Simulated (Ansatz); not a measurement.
## AlAu under changes of volume

One of the cells (16.755 Å³/atom); the others are scaled copies at fixed shape and fractional positions:

```
Au Al
1.0
     3.22394    0.00000    0.00000
     0.00000    3.22394    0.00000
     0.00000    0.00000    3.22394
Au Al
1 1
Direct
  0.50000 0.50000 0.50000
  0.00000 0.00000 0.00000
```

The cell comes from a database or a generator and needn't be the stable form of this composition.

```yaml
Program: Ansatz 0.2.0
Functional: LDA
Potentials_or_basis: Ansatz PAW
Cutoff: "420 eV (not typed: the program's choice for these potentials)"
k_mesh: 8 × 8 × 8
Occupations: fermi-dirac, width 0.05 eV
Spin: no spin polarisation
```

```csv
volume (Å³/atom),energy over the lowest point (meV/atom),pressure (GPa)
15.749,0.00,-1.0
16.084,4.85,-3.7
16.419,15.11,-6.0
16.755,30.01,-7.9
17.090,?,?
17.425,69.87,-10.9
17.760,93.88,-12.1
```

Q: What does the run at 17.090 Å³/atom give?

A: Energy over the lowest point 48.51 meV/atom; pressure -9.5 GPa.

Worked out: A Birch-Murnaghan fit of order 3 (a polynomial in V^(-2/3)) to the other rows has its minimum at 15.66 Å³/atom, just outside them, with B0 = V·E''(V) = 151 GPa and B' = 7.2. It gives 48.42 meV/atom at 17.090 Å³/atom, against the run's 48.51, and -dE/dV = -9.6 GPa, against -9.5.

Energies are extrapolated to zero smearing.

Caveats: the PAW data sets come from PBE, with cores solved anew for the run's functional, which leaves a small shift of forces and pressure.
